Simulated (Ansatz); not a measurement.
`CC1CCC(=O)O1` + H₂ → `O=C1CCCO1` + CH₄ at 700 K and 1 bar (hydrogenolysis of a C–C bond).

Calculated with Ansatz (gas phase, PBE0-D4/def2-TZVP geometries, no zero-point term in ΔE). CBS: MP2 limit from def2 TZ/QZ plus the TZ coupled-cluster correction, frozen cores. This one scheme is used for every species.

| species | CCSD(T)/CBS energy (Eh) | H − E (kJ/mol) | S (J/(mol·K)) |
| --- | --- | --- | --- |
| `CC1CCC(=O)O1` | -345.44027 | 420.4 | 471.3 |
| H₂ | -1.17544 | 46.8 | 155.3 |
| `O=C1CCCO1` | -306.17279 | 329.5 | 414.0 |
| CH₄ | -40.46206 | 145.9 | 224.0 |

H − E and S are ideal-gas, rigid-rotor, harmonic terms from PBE0-D4/def2-TZVP, for one conformer and one mirror image of each species. For small species the MP2-based limit differs from directly extrapolated CCSD(T) by up to some mEh (0.8 for H₂); such offsets cancel only in part. 1 Eh = 2625.50 kJ/mol, R = 8.31446 J/(mol·K).

Task: By hand: ΔE, ΔH, ΔS and ΔG.

Result: ΔE = (-306.17279) + (-40.46206) − (-345.44027) − (-1.17544) = -0.01914 Eh = -50.3 kJ/mol. Δ(H − E) = 329.5 + 145.9 − 420.4 − 46.8 = 8.2, so ΔH = -42.1 kJ/mol. ΔS = 414.0 + 224.0 − 471.3 − 155.3 = 11.4 J/(mol·K). ΔG = -42.1 − 700 × (11.4)/1000 = -50.1 kJ/mol.

Task: By hand: the equilibrium constant, and the temperature at which ΔG would vanish if ΔH and ΔS stayed fixed.

Result: log₁₀ K = −ΔG/(RT ln 10) = 3.7. ΔH and −TΔS have one sign here, so there is no such temperature.

The number of gas molecules stays the same, so ΔS is small and ΔH decides. A doubt of 5 kJ/mol in ΔE shifts log₁₀ K by 0.4 here. Other conformers and mirror images would add mixing entropy, several J/(mol·K) or more a flexible species. These are equilibria of isolated gas molecules and say nothing of rates. Largest T1 diagnostic: 0.014 (customary marks: 0.02 for closed shells, 0.045 for open ones).

ΔS is within the doubt of such terms, so its sign, and with it that verdict, could turn.
